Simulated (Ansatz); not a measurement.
**Al: strain energy, fitted**

Al, Fm-3m, a = 4.042 Å. Ansatz: PBE, PAW, 420 eV, Γ-centred 18×18×14 mesh on 2 atoms, Gaussian smearing 0.10 eV; no spin polarisation. Series: biaxial strain in the a-b plane, c and atoms relaxed; x is the strain in per cent. The axes a, b, c are those of the computed cell (2.858, 2.858, 4.042 Å), along [1 1 0], [-1 1 0], [0 0 1] of the cell named above. y is the free energy over the unstrained cell, V0 = 16.505 Å³/atom.

```
x (%) y (meV/atom)
 -4.5         25.96
 -3.0         11.05
 -1.5          2.92
  0.0          0.00
  1.5          3.00
  3.0             ?
  4.5         16.80
```

Fit y = c2 x² + c3 x³ to the other rows, turn c2 into a modulus, and predict the missing energy.

Least squares on the rows shown. y = 1.0605 x² − 0.050410 x³. In eV per unit strain² c2 is 10.61; M is the biaxial modulus (E = M V0 ε²): 10.61 × 160.2 / (16.505) = 103 GPa. With a term in x⁴ added, the coefficient of x² becomes 1.159, 9 % more, which shows how far this figure hangs on the form. At x = 3.0 the fit asked for gives 8.18 meV/atom. The run gave 7.21 meV/atom, so the fit is 0.97 meV/atom too high, 3.7 % of the span of the series, against an rms of 0.40 meV/atom on the fitted rows. With a term in x⁴ added, a fit to the same known rows predicts 8.67 meV/atom, further off still.